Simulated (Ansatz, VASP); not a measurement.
Given: the input of a run of Ansatz 0.2.0 on Ta.

input.yaml

```yaml
crystal:
  lattice:
    - [-1.6175709496, 1.6175709496, 1.6175709496]
    - [1.6175709496, -1.6175709496, 1.6175709496]
    - [1.6175709496, 1.6175709496, -1.6175709496]
  atoms:
    - { symbol: Ta, position: [0.0, 0.0, 0.0] }
hamiltonian:
  xc: pbe
  pseudopotentials: { kind: paw, azcp: { folder: soft_1 } }
kpoints:
  mp_grid: { grid: [11, 11, 11] }
scf:
  occupations: { method: fermi_dirac, width: 0.05 }
output:
  forces: true
  stress: true
  eigenvalues: true
```

Potentials or basis: Ansatz PAW soft_1.

The run is started by

```sh
$ ansatz run input.yaml --threads 1 --pin off --max-ram 3584MiB --backend cpu --events-out ev --progress --plain --runs-dir out
```

Set up the same calculation for VASP 6.6.1. Potentials there: VASP PAW PBE potentials, release 64 (Ta_pv).

As run (the cutoff follows the program's own potentials):

INCAR

```
SYSTEM = Ta
PREC = Accurate
ENCUT = 520
EDIFF = 1E-6
ISMEAR = -1
SIGMA = 0.05
LREAL = .FALSE.
LASPH = .TRUE.
NELM = 60
ALGO = Fast
ISIF = 2
LWAVE = .FALSE.
LCHARG = .FALSE.
GGA = PE
NBANDS = 12
```

KPOINTS

```
regular mesh
0
G
  11 11 11
  0 0 0
```

POSCAR

```
Ta
1.0
   -1.6175709496      1.6175709496      1.6175709496
    1.6175709496     -1.6175709496      1.6175709496
    1.6175709496      1.6175709496     -1.6175709496
Ta
1
Direct
    0.0000000000      0.0000000000      0.0000000000
```

Potentials or basis: VASP PAW PBE potentials, release 64 (Ta_pv).

Run with:

```bash
$ cat potpaw_PBE.64/Ta_pv/POTCAR > POTCAR
$ mpirun -np 1 vasp_std > vasp.out
```

Both were run:

|  | VASP | Ansatz | Ansatz less VASP |
| --- | --- | --- | --- |
| gap on the k mesh at the Fermi level (eV) | none | none | - |
| pressure (GPa) | 17.5 | 17.2 | -0.25 |

A gap of «none» marks a metal or a gap that the smearing closes. The two sets of potentials don't hold the same shells in valence.

Caveats: so large a pressure means that the cell lies far from this level's equilibrium, or that cutoff or potentials fall short (VASP). The runs have no spin-orbit coupling, so splittings on Ta are missing.
